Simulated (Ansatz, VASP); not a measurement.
# Ga8As5P3 (random alloy of the zinc-blende GaP-GaAs line, x = 0.625): VASP beside Ansatz, part 2 of 2

Wanted: the spread between two codes on one cell, functional and k mesh. Of the first pair: The structure shown is the start of the Ansatz relaxation below; VASP solves that cell, so the two are compared at the walk's first step.

VASP 6.6.1 and Ansatz 0.2.0.

So far: Set-up; Ansatz: relaxation, PBE.

**3. VASP: single point, PBE, start cell, pair 1**

Level of this step: PBE; plane waves and PAW (Ga_d, P, As) (VASP).

The same cell, functional and mesh now go to VASP, with its own data sets.

Lines of VASP's logs that name or quote its potential files are left out, and so is its time.

Contents of INCAR:

```
SYSTEM = Ga8As5P3
PREC = Accurate
ENCUT = 400
EDIFF = 1E-06
NELM = 120
ISMEAR = 0
SIGMA = 0.01
LREAL = Auto
ALGO = Normal
GGA = PE
NBANDS = 336
LORBIT = 11
LWAVE = .FALSE.
LCHARG = .FALSE.
ISIF = 2
LASPH = .TRUE.
GGA_COMPAT = .FALSE.
EFERMI = MIDGAP
NCORE = 2
```

Contents of POSCAR:

```
Ga8As5P3
1.0
   11.3200000000      0.0000000000      0.0000000000
    0.0000000000     11.3200000000      0.0000000000
    0.0000000000      0.0000000000     11.3200000000
Ga P As
32 12 20
Direct
    0.0028710247      0.9989222615      0.9990724382
    0.0030830389      0.2486572438      0.2505565371
    0.2494257951      0.9993197880      0.2519964664
    0.2500706714      0.2510335689      0.9980565371
    0.0015901060      0.9987897527      0.4997791519
    0.9987809187      0.2493021201      0.7487897527
    0.2480300353      0.0004063604      0.7529328622
    0.2486837456      0.2529858657      0.5000883392
    0.0002120141      0.5010865724      0.0005300353
    0.9996289753      0.7510424028      0.2514840989
    0.2486660777      0.5022084806      0.2509098940
    0.2519964664      0.7526943463      0.0038604240
    0.0002826855      0.5015459364      0.5005565371
    0.0004063604      0.7513515901      0.7496113074
    0.2503533569      0.5002120141      0.7488162544
    0.2521201413      0.7503268551      0.4993374558
    0.4993904594      0.0000795053      0.9988957597
    0.5007067138      0.2510512367      0.2480742049
    0.7495318021      0.0000618375      0.2475706714
    0.7506183746      0.2476766784      0.9999293286
    0.4999558304      0.9986307420      0.5022526502
    0.5028798587      0.2506007067      0.7478798587
    0.7478268551      0.0009717314      0.7513957597
    0.7514222615      0.2500795053      0.4996731449
    0.5009363958      0.5002385159      0.0001413428
    0.4994522968      0.7456978799      0.2518374558
    0.7497614841      0.4997879859      0.2500265018
    0.7504416961      0.7494787986      0.0008657244
    0.5038692580      0.4966519435      0.4988604240
    0.5000795053      0.7496024735      0.7523498233
    0.7477473498      0.5005477032      0.7508922261
    0.7509893993      0.7504328622      0.5005035336
    0.1231007067      0.1265282686      0.1209275618
    0.1235070671      0.3738074205      0.8749823322
    0.1243816254      0.6229770318      0.1243816254
    0.1266519435      0.8755035336      0.3765636042
    0.3738692580      0.8757508834      0.6251413428
    0.6262279152      0.1242137809      0.1271643110
    0.8738957597      0.1259187279      0.8729770318
    0.6288604240      0.8757773852      0.3748233216
    0.8730212014      0.6240901060      0.3732420495
    0.8746908127      0.8767402827      0.1253798587
    0.6244876325      0.8762014134      0.8744257951
    0.8772791519      0.6247968198      0.8739134276
    0.1245583039      0.3775795053      0.3713604240
    0.3730565371      0.1246996466      0.3734540636
    0.3770229682      0.3765901060      0.1258922261
    0.1233480565      0.1245318021      0.6259363958
    0.3763074205      0.1246643110      0.8734275618
    0.3738692580      0.3753356890      0.6287102473
    0.3744699647      0.6258568905      0.3748674912
    0.3725265018      0.8724469965      0.1241077739
    0.1214310954      0.6244611307      0.6264575972
    0.1246466431      0.8753268551      0.8757243816
    0.3756713781      0.6252208481      0.8769964664
    0.6253003534      0.3763074205      0.3733215548
    0.8755565371      0.1264929329      0.3734805654
    0.8721466431      0.3769787986      0.1257243816
    0.6284805654      0.1217226148      0.6271819788
    0.6265282686      0.3746819788      0.8739310954
    0.8748233216      0.3765371025      0.6263339223
    0.6260865724      0.6254063604      0.1262102473
    0.6265901060      0.6294699647      0.6245583039
    0.8748674912      0.8770494700      0.6256537102
```

Contents of KPOINTS:

```
Automatic mesh
0
Gamma
1 1 1
0 0 0
```

Potentials, in the order of the species: Ga_d, P and As (PBE family, release 64).

On the command line:

```
$ mpirun -np 8 vasp_gam
```

Numbers of over 12 decimals in the logs are rounded to 6 here.

What it wrote:

```text
[banner, memory and clock lines left out]
running    8 mpi-ranks, on    1 nodes
[...]
LDA part: xc-table for (Slater+PW92), standard interpolation
 POSCAR, INCAR and KPOINTS ok, starting setup
[...]
entering main loop
       N       E                     dE             d eps       ncg     rms          rms(c)
DAV:   1     0.904943372661E+04    0.90494E+04   -0.20109E+05   720   0.246E+03
DAV:   2     0.212994774355E+04   -0.69195E+04   -0.66979E+04   680   0.696E+02
DAV:   3     0.198304130658E+02   -0.21101E+04   -0.19874E+04   856   0.241E+02
DAV:   4    -0.257487563402E+03   -0.27732E+03   -0.26824E+03   824   0.854E+01
[...]
DAV:  16    -0.267910584943E+03   -0.21842E-04   -0.24770E-04  1000   0.505E-02    0.679E-03
DAV:  17    -0.267910588145E+03   -0.32023E-05   -0.37513E-05   792   0.214E-02    0.837E-03
DAV:  18    -0.267910588580E+03   -0.43531E-06   -0.59680E-06   552   0.785E-03
   1 F= -.26791059E+03 E0= -.26791059E+03  d E =0.000000E+00
```

From OUTCAR (step 3):

```text
  Total        0.3818968      0.5131228      0.4855189      0.5426207      1.0747512     -0.7633907
  in kB        0.4218105      0.5667514      0.5362625      0.5993323      1.1870780     -0.8431759
  external PRESSURE =       0.5082748 kB  Pullay stress =       0.0000000 kB

 POSITION                                       TOTAL-FORCE (eV/Angst)
 -----------------------------------------------------------------------------------
      0.03250     11.30780     11.30950        -0.806576      0.581559      0.365441
      0.03490      2.81480      2.83630        -0.053280     -0.123797     -0.711852
      2.82350     11.31230      2.85260        -0.785487      0.040204     -0.420226
      2.83080      2.84170     11.29800        -0.533277      0.033553      0.081430
      0.01800     11.30630      5.65750         0.111376     -0.151900     -0.385347
     11.30620      2.82210      8.47630        -0.028062      0.096650      0.779428
      2.80770      0.00460      8.52320         0.463612     -0.291457     -0.608938
      2.81510      2.86380      5.66100        -0.021432     -0.165818     -0.026576
      0.00240      5.67230      0.00600         0.194374      0.134438     -0.392448
     11.31580      8.50180      2.84680        -0.003091     -0.095172     -0.112767
      2.81490      5.68500      2.84030        -0.122424      0.291636     -0.605387
      2.85260      8.52050      0.04370        -0.809915     -0.850103     -0.163191
      0.00320      5.67750      5.66630        -0.570744      0.165931     -0.545901
      0.00460      8.50530      8.48560        -0.539388     -0.288196      0.412413
[...]
-----------------------------------------------------------------------------------
    total drift:                                0.021609     -0.014378      0.006594

  FREE ENERGIE OF THE ION-ELECTRON SYSTEM (eV)
  ---------------------------------------------------
  free  energy   TOTEN  =      -267.9105885803 eV

  energy  without entropy=     -267.9105885803  energy(sigma->0) =     -267.91058858

[... 2 further parts left out ...]
```

The run ends at a pressure of 0.05 GPa, with forces up to 1.2 eV/Å.

**4. Side by side**

Known differences besides the potentials themselves: fixed occupations in Ansatz, narrow Gaussian smearing in VASP; the data sets hold 776 valence electrons in Ansatz (on its default PAW (the set named soft_2) files) and 576 in VASP; the cutoff is 420 eV in Ansatz and 400 eV in VASP (PREC = Accurate, projectors in real space). Total energies have different zeros and are not compared.

Forces on 9 of the 64 atoms, those with the largest forces and the largest differences (eV/Å; atoms numbered as in POSCAR):

```
atom          Ansatz x, y, z            VASP x, y, z
 Ga1    -0.798, 0.572, 0.355    -0.807, 0.582, 0.365
 Ga3   -0.770, 0.043, -0.420   -0.785, 0.040, -0.420
 Ga6    -0.026, 0.097, 0.763    -0.028, 0.097, 0.779
Ga12  -0.798, -0.839, -0.166  -0.810, -0.850, -0.163
Ga15   -0.545, -0.177, 0.699   -0.554, -0.183, 0.708
Ga23    0.395, -0.260, 0.817    0.397, -0.263, 0.836
Ga26     0.486, 0.876, 0.151     0.492, 0.887, 0.156
Ga32    0.197, 0.159, -0.823    0.198, 0.160, -0.841
As52     0.600, 0.500, 0.576     0.607, 0.505, 0.577
```

The forces differ by 6.0 meV/Å r.m.s., which is 1.8 % of the r.m.s. force of 0.340 eV/Å (both taken over all components).

**5. Ansatz: relaxation, PBE**

This run makes the geometry at which the two programs are then compared.

The structure compared here is the end of the Ansatz relaxation.

This is the run of step 2 again, met here at its other cell.

**6. VASP: single point, PBE, relaxed cell, pair 2**

The same cell, functional and mesh now go to VASP, with its own data sets.

INCAR, as its differences from that of step 3:

```diff
@@ -2,3 +2,3 @@
 PREC = Accurate
-ENCUT = 400
+ENCUT = 500
 EDIFF = 1E-06
```

Contents of POSCAR:

```
Ga8As5P3
1.0
   11.3183050000      0.0016170000     -0.0012810000
    0.0016170000     11.3165080000      0.0019170000
   -0.0012810000      0.0019170000     11.3182630000
Ga P As
32 12 20
Direct
    0.9966900000      0.0025900000      0.0038200000
    0.0028100000      0.2467500000      0.2460800000
    0.2431400000      0.9999800000      0.2489700000
    0.2429500000      0.2488300000      0.0001700000
    0.0025400000      0.9961200000      0.4972400000
    0.9994400000      0.2492500000      0.7574000000
    0.2535400000      0.9963000000      0.7479000000
    0.2500100000      0.2504500000      0.4995800000
    0.0021500000      0.5038700000      0.9978000000
    0.9993300000      0.7511200000      0.2486700000
    0.2466100000      0.5048800000      0.2465200000
    0.2468400000      0.7482300000      0.0045600000
    0.9967900000      0.5043800000      0.4961400000
    0.9965300000      0.7476000000      0.7533100000
    0.2457400000      0.4969600000      0.7532800000
    0.2496800000      0.7567500000      0.5002700000
    0.5058600000      0.9994200000      0.0004400000
    0.5033100000      0.2455600000      0.2454900000
    0.7473500000      0.9957900000      0.2464600000
    0.7509500000      0.2439200000      0.0011700000
    0.5010500000      0.9932300000      0.4994800000
    0.5003700000      0.2498200000      0.7503700000
    0.7515700000      0.0001800000      0.7563800000
    0.7514200000      0.2487500000      0.5006200000
    0.5009400000      0.5008300000      0.0004800000
    0.5036300000      0.7540000000      0.2527300000
    0.7550500000      0.5036500000      0.2516800000
    0.7545800000      0.7539000000      0.9972700000
    0.4993400000      0.5009400000      0.5005500000
    0.5005100000      0.7572000000      0.7506000000
    0.7536800000      0.5047900000      0.7543200000
    0.7506400000      0.7511600000      0.4931000000
    0.1229500000      0.1236800000      0.1239300000
    0.1225900000      0.3750800000      0.8774600000
    0.1218700000      0.6268100000      0.1249000000
    0.1239400000      0.8742200000      0.3728800000
    0.3761100000      0.8752100000      0.6242300000
    0.6273000000      0.1217300000      0.1239300000
    0.8752700000      0.1237900000      0.8784000000
    0.6264700000      0.8753100000      0.3738100000
    0.8761300000      0.6286000000      0.3726400000
    0.8751000000      0.8754300000      0.1247900000
    0.6274300000      0.8761800000      0.8762800000
    0.8762400000      0.6266900000      0.8774000000
    0.1239200000      0.3763200000      0.3728200000
    0.3750900000      0.1221600000      0.3738300000
    0.3730300000      0.3743100000      0.1240400000
    0.1247500000      0.1240100000      0.6261800000
    0.3751000000      0.1240100000      0.8765300000
    0.3739600000      0.3753100000      0.6263500000
    0.3741100000      0.6283700000      0.3748300000
    0.3751000000      0.8763300000      0.1261500000
    0.1239800000      0.6265000000      0.6249200000
    0.1231700000      0.8753600000      0.8771000000
    0.3738400000      0.6266400000      0.8752500000
    0.6262500000      0.3750300000      0.3736900000
    0.8752600000      0.1218600000      0.3719600000
    0.8769700000      0.3751500000      0.1232000000
    0.6255300000      0.1219700000      0.6260100000
    0.6275200000      0.3743300000      0.8763300000
    0.8762700000      0.3764200000      0.6270600000
    0.6284100000      0.6283700000      0.1247400000
    0.6263000000      0.6284500000      0.6251100000
    0.8741000000      0.8743200000      0.6251800000
```

KPOINTS is that of step 3.

On the command line:

```
$ mpirun -np 8 vasp_gam
```

What it wrote:

```text
[... set-up lines as in an earlier step ...]
 entering main loop
       N       E                     dE             d eps       ncg     rms          rms(c)
DAV:   1     0.994403250469E+04    0.99440E+04   -0.22948E+05   720   0.279E+03
DAV:   2     0.242818980936E+04   -0.75158E+04   -0.72688E+04   672   0.797E+02
DAV:   3     0.748687812643E+02   -0.23533E+04   -0.22128E+04   840   0.269E+02
DAV:   4    -0.250373980989E+03   -0.32524E+03   -0.31068E+03   808   0.936E+01
[...]
DAV:  18    -0.268917833045E+03   -0.11769E-05   -0.96733E-06   608   0.159E-02    0.308E-03
DAV:  19    -0.268917834131E+03   -0.10857E-05   -0.35716E-06   504   0.129E-02    0.180E-03
DAV:  20    -0.268917834431E+03   -0.30064E-06   -0.32927E-06   528   0.863E-03
   1 F= -.26891783E+03 E0= -.26891783E+03  d E =0.000000E+00
```

Parts of OUTCAR (step 6):

```text
  Total        0.6946475      0.8072778      0.7083873     -0.1170160     -0.1435728      0.0992921
  in kB        0.7677176      0.8921954      0.7829027     -0.1293249     -0.1586753      0.1097367
  external PRESSURE =       0.8142719 kB  Pullay stress =       0.0000000 kB

 POSITION                                       TOTAL-FORCE (eV/Angst)
 -----------------------------------------------------------------------------------
     11.28084      0.03093      0.04196        -0.009722      0.002887      0.016029
      0.03189      2.79282      2.78567         0.008957     -0.006258     -0.020948
      2.75323     11.31715      2.81951        -0.006668      0.007990     -0.003866
      2.75018      2.81628      0.00209        -0.009312      0.007002      0.002698
      0.02972     11.27356      5.62980         0.003651     -0.013822     -0.019003
     11.31140      2.82371      8.57165        -0.001408      0.012046      0.013817
      2.87030     11.27648      8.46651         0.017804     -0.010531     -0.020946
      2.82945      2.83558      5.65454         0.004542     -0.003648     -0.004666
      0.02387      5.70397     11.29433         0.007774      0.000912     -0.007100
     11.31162      8.50215      2.81467         0.001511      0.000711      0.005533
      2.79171      5.71435      2.79083        -0.017130      0.000965     -0.012660
      2.79501      8.46776      0.05273        -0.023533     -0.014245     -0.000272
     11.28215      5.71038      5.61513        -0.006310      0.014805     -0.003574
     11.27927      8.46328      8.52632        -0.012152     -0.016627      0.009954
[...]
-----------------------------------------------------------------------------------
    total drift:                               -0.022041      0.001774      0.034633

  FREE ENERGIE OF THE ION-ELECTRON SYSTEM (eV)
  ---------------------------------------------------
  free  energy   TOTEN  =      -268.9178344312 eV

  energy  without entropy=     -268.9178344312  energy(sigma->0) =     -268.91783443

[... 1 part as in an earlier step ...]

[... 1 further part left out ...]
```

The run ends at a pressure of 0.08 GPa, with forces up to 0.029 eV/Å.

**7. Comparison**

What differs besides the data sets and the points named for the pairs above, as far as they apply: the data sets hold 776 valence electrons in Ansatz (on its default PAW (the set named soft_2) files) and 576 in VASP; the cutoff is 420 eV in Ansatz and 500 eV in VASP (PREC = Accurate, projectors in real space). Total energies have different zeros and are not compared.

Both answers:

```
              quantity  Ansatz   VASP  difference
        pressure (GPa)   -0.02   0.08       -0.10
gap on the k mesh (eV)   0.611  0.611       0.000
```

The largest component of a force difference here is 16 meV/Å. A gap on the mesh is an upper bound, since the band edges may lie between its points.

**8. What came out**

```json
{
 "r.m.s. force difference (single point, PBE, start cell, pair 1)": "1.8 % of the r.m.s. force",
 "difference in gap on the k mesh (single point, PBE, relaxed cell, pair 2)": "1.0e-4 eV"
}
```

In words: The r.m.s. force difference is 1.8 % of the r.m.s. force (single point, PBE, start cell, pair 1), within the 3 % picked in this series as the mark of a large difference. The data sets hold unlike numbers of valence electrons (776 in Ansatz and 576 in VASP), so part of the differences may come from the potentials. How closely two codes agree says nothing of how well the functional describes the real material.

[Lines on the potential files, build, host, timing and source positions are cut from VASP's logs without a mark.]

[Logs are printed without paths, hosts, clocks, repeated set-up lines and the standing remarks that a program may print on its own settings, such as how far it seeks lower states.]

[Hosts, paths, dates, database ids (printed as entryN), source tags and the programs' standing remarks are cut or masked in the printed files.]
